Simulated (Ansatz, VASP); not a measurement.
**Two plane-wave programs on F**

```
F
1.0
     3.14198   -1.74879   -0.24234
     3.14198    1.74879   -0.24234
    -2.37959    0.00000    7.01051
F
4
Cartesian
  0.3095 0.0000 0.6179
  3.5949 0.0000 5.9079
  1.7390 0.0000 3.9192
  2.1653 0.0000 2.6067
```

Change from the starting cell: volume 18.756 Å^3 an atom, stretch along a over the lengths across it, relative to the relaxed cell 1.0326.

Alike in both runs: task single point; functional PBEsol; k mesh 4 × 4 × 2; occupations gaussian, width 0.05 eV; no spin polarisation.

|  | VASP | Ansatz |
| --- | --- | --- |
| version | VASP 6.6.1 | Ansatz 0.2.0 |
| potentials or method | VASP PAW PBE potentials, release 64 (F) | scalar-relativistic, plane waves, PAW |
| plane-wave cutoff (eV) | 520 | 520 |
| valence electrons in the cell | 28 | 28 |

VASP gave:

```
gap on the k mesh at the Fermi level (eV)       : 3.25
least direct gap on the mesh (eV)               : 3.35
pressure (GPa)                                  : 2.0
largest component of the traceless stress (GPa) : 3.95
rms of the force components (eV/Å)              : 0.726
```

Problem. Which values does Ansatz return?

Solution. gap on the k mesh at the Fermi level (eV): 3.33; least direct gap on the mesh (eV): 3.43; pressure (GPa): 1.6; largest component of the traceless stress (GPa): 2.45; rms of the force components (eV/Å): 0.451.

Atom by atom the forces differ by 0.275 eV/Å (rms over components). The functional is the same, so the differences come from potentials, cutoffs and numerics.

Caveats: the k mesh is coarse (spacing up to 0.52 Å⁻¹), so the values aren't converged; the PAW data sets were made with another functional, which shifts forces and pressure a little (VASP). A k mesh can miss the band edges.
